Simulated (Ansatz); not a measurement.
# MgSe: further runs on the relaxed cell

This session takes MgSe and sets out to repeat the electronic structure at other levels of theory.

The COD entry's cell or inner coordinates are ideal or old and differ from later refinements, so a difference from it is no clean test against experiment.

Program: Ansatz 0.2.0. Level of theory: DFT PBE, scalar-relativistic, plane waves, PAW. These are calculated values, not measurements.

1 further run of the same task is left out (set aside as unsound or not needed).

**1. The structure to begin with**

It takes space group Fm-3m (No. 225, cubic). Conventional cell: a = 5.509 Å, b = 5.509 Å, c = 5.509 Å, α = 90.00°, β = 90.00°, γ = 90.00°. Around Mg (site symmetry m-3m) lie 6 Se at 2.75 Å. Se (site symmetry m-3m) is surrounded by 6 Mg at 2.75 Å.

As a file:

```
CELL_PARAMETERS angstrom
0.00000 2.75447 2.75447
2.75447 0.00000 2.75447
2.75447 2.75447 0.00000
ATOMIC_POSITIONS crystal
Mg 0.00000 0.00000 0.00000
Se 0.50000 0.50000 0.50000
```

It is the result of an earlier relaxation at this level (volume 20.90 Å³/atom; gap on the mesh: 1.77 eV).

**2. Level of theory: PBE with spin-orbit coupling**

input.yaml

```yaml
crystal:
  lattice:
    - [0.0, 2.7544736754, 2.7544736754]
    - [2.7544736754, 0.0, 2.7544736754]
    - [2.7544736754, 2.7544736754, 0.0]
  atoms:
    - { symbol: Mg, position: [0.0, 0.0, 0.0] }
    - { symbol: Se, position: [0.5, 0.5, 0.5] }
basis:
  ecutwfc: 420
kpoints:
  mp_grid: { grid: [8, 8, 8] }
  band_path:
    path:
      - [[0.0, 0.0, 0.0], [0.5, 0.0, 0.5], [0.625, 0.25, 0.625]]
      - [[0.375, 0.375, 0.75], [0.0, 0.0, 0.0], [0.5, 0.5, 0.5], [0.5, 0.25, 0.75], [0.5, 0.0, 0.5]]
    npoints: 10
hamiltonian:
  xc: pbe
scf:
  occupations: { method: gaussian, width: 0.02 }
output:
  forces: true
  stress: true
  eigenvalues: true
  populations: true
  dos: { projected: true, de: 0.02 }
  bader: false
  write_density: true
  write_potential: true
  elf: true
  volumetric_format: npy
magnetization:
  noncollinear: true
  spin_orbit: true
```

Run with:

```sh
> ansatz run input.yaml --threads 1 --pin off --max-ram 2560MiB --backend cpu --events-out ev --progress --plain --runs-dir out
```

**3. Seeking the band edges over the whole zone (PBE with spin-orbit coupling)**

input.yaml

```yaml
crystal:
  lattice:
    - [0.0, 2.7544736754, 2.7544736754]
    - [2.7544736754, 0.0, 2.7544736754]
    - [2.7544736754, 2.7544736754, 0.0]
  atoms:
    - { symbol: Mg, position: [0.0, 0.0, 0.0] }
    - { symbol: Se, position: [0.5, 0.5, 0.5] }
basis:
  ecutwfc: 420
kpoints:
  mp_grid: { grid: [8, 8, 8] }
  band_path: { path: [VBM, CBM], npoints: 2 }
hamiltonian:
  xc: pbe
scf:
  occupations: { method: gaussian, width: 0.02 }
output:
  forces: false
  stress: false
  eigenvalues: true
magnetization:
  noncollinear: true
  spin_orbit: true
checkpoint:
  read: start.run
  write: ck
  compress: false
  write_wavefunctions: false
  write_every: 100000
```

**4. Eigenvalues a small step from each edge (PBE with spin-orbit coupling)**

Changes to input.yaml since step 3:

```diff
@@ -12,3 +12,2 @@
   mp_grid: { grid: [8, 8, 8] }
-  band_path: { path: [VBM, CBM], npoints: 2 }
 hamiltonian:
@@ -21,2 +20,35 @@
   eigenvalues: true
+  eigenstates:
+    kpoints:
+      - [0.0, 0.0, 0.0]
+      - [0.0, 0.008767762, 0.008767762]
+      - [0.0, -0.008767762, -0.008767762]
+      - [0.008767762, 0.0, 0.008767762]
+      - [-0.008767762, 0.0, -0.008767762]
+      - [0.008767762, 0.008767762, 0.0]
+      - [-0.008767762, -0.008767762, 0.0]
+      - [0.006199744, 0.006199744, 0.012399488]
+      - [-0.006199744, -0.006199744, -0.012399488]
+      - [0.006199744, 0.012399488, 0.006199744]
+      - [-0.006199744, -0.012399488, -0.006199744]
+      - [0.012399488, 0.006199744, 0.006199744]
+      - [-0.012399488, -0.006199744, -0.006199744]
+      - [0.01012414, 0.01012414, 0.01012414]
+      - [-0.01012414, -0.01012414, -0.01012414]
+      - [0.0, 0.5, 0.5]
+      - [0.0, 0.508767762, 0.508767762]
+      - [0.0, 0.491232238, 0.491232238]
+      - [0.008767762, 0.5, 0.508767762]
+      - [-0.008767762, 0.5, 0.491232238]
+      - [0.008767762, 0.508767762, 0.5]
+      - [-0.008767762, 0.491232238, 0.5]
+      - [0.006199744, 0.506199744, 0.512399488]
+      - [-0.006199744, 0.493800256, 0.487600512]
+      - [0.006199744, 0.512399488, 0.506199744]
+      - [-0.006199744, 0.487600512, 0.493800256]
+      - [0.012399488, 0.506199744, 0.506199744]
+      - [-0.012399488, 0.493800256, 0.493800256]
+      - [0.01012414, 0.51012414, 0.51012414]
+      - [-0.01012414, 0.48987586, 0.48987586]
+    e_range: [-3.134379, 3.134379]
 magnetization:
```

(Steps that only read results are left out.)

**Question.** What will these runs give? Wanted: gap; gap over the zone; valence top, conduction bottom; hole masses; electron masses.

The runs gave:

| quantity | value |
| --- | --- |
| gap (PBE with spin-orbit coupling) | 1.63 eV, indirect on the path |
| gap over the zone (PBE with spin-orbit coupling) | 1.63 eV, indirect |
| valence top, conduction bottom (fractional k) (PBE with spin-orbit coupling) | (0.000, 0.000, 0.000), (0.000, 0.500, 0.500) |
| hole masses (PBE with spin-orbit coupling) | 0.18 to 2.21 m0 along the directions sampled |
| electron masses (PBE with spin-orbit coupling) | 0.24 to 0.48 m0 along the directions sampled |

The gap runs from 1.63 eV with PBE with spin-orbit coupling to 1.77 eV with PBE. Spin-orbit coupling moves it by -0.14 eV.
